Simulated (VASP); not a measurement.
Here is a VASP 6.6.1 calculation.

File POSCAR:

```
SnSe
1.0
    4.2336300000      0.0000000000      0.0000000000
    0.0000000000      4.2336300000      0.0000000000
    0.0000000000      0.0000000000     11.0038100000
Sn Se
2 2
Direct
    0.5000000000      0.0000000000      0.3783800000
    0.0000000000      0.5000000000      0.6216200000
    0.5000000000      0.0000000000      0.6232000000
    0.0000000000      0.5000000000      0.3768000000
```

Contents of INCAR.step1:

```
SYSTEM = SnSe
PREC = Accurate
ENCUT = 520
EDIFF = 1E-5
ISMEAR = 0
SIGMA = 0.02
LREAL = .False.
LASPH = .True.
NELM = 80
ALGO = Normal
ISIF = 2
LWAVE = .True.
LCHARG = .False.
NBANDS = 28
GGA = PE
```

The input INCAR.step2:

```
SYSTEM = SnSe
PREC = Accurate
ENCUT = 520
EDIFF = 1E-7
ISMEAR = 0
SIGMA = 0.02
LREAL = .False.
LASPH = .True.
NELM = 80
ALGO = Normal
ISIF = 2
LWAVE = .False.
LCHARG = .False.
GGA = PE
LHFCALC = .True.
HFSCREEN = 0.2
PRECFOCK = Fast
NBANDS = 28
ISTART = 1
```

The input KPOINTS:

```
regular mesh
0
Gamma
  4 4 2
  0 0 0
```

Potentials or basis: VASP PAW PBE potentials, release 64 (Sn_d, Se).

Run with:

```sh
$ cat potpaw_PBE.64/Sn_d/POTCAR potpaw_PBE.64/Se/POTCAR > POTCAR
$ cp INCAR.step1 INCAR
$ mpirun -np 1 vasp_std > vasp.out
$ cp INCAR.step2 INCAR
$ mpirun -np 1 vasp_std > vasp.out
```

Problem. Estimate the band gap on the k mesh.

Solution. 1.93 eV, direct.

Problem. Estimate the largest force.

Solution. 0.200 eV/Å.

Forces in eV/Å, atoms in the order of the input:
```
Sn   0.000  0.000 -0.005
Sn   0.000  0.000  0.005
Se   0.000  0.000 -0.200
Se   0.000  0.000  0.200
```

Caveat: the PAW data sets were made with another functional, which shifts forces and pressure a little; spin-orbit coupling is left out, which moves the levels of the heavy elements.
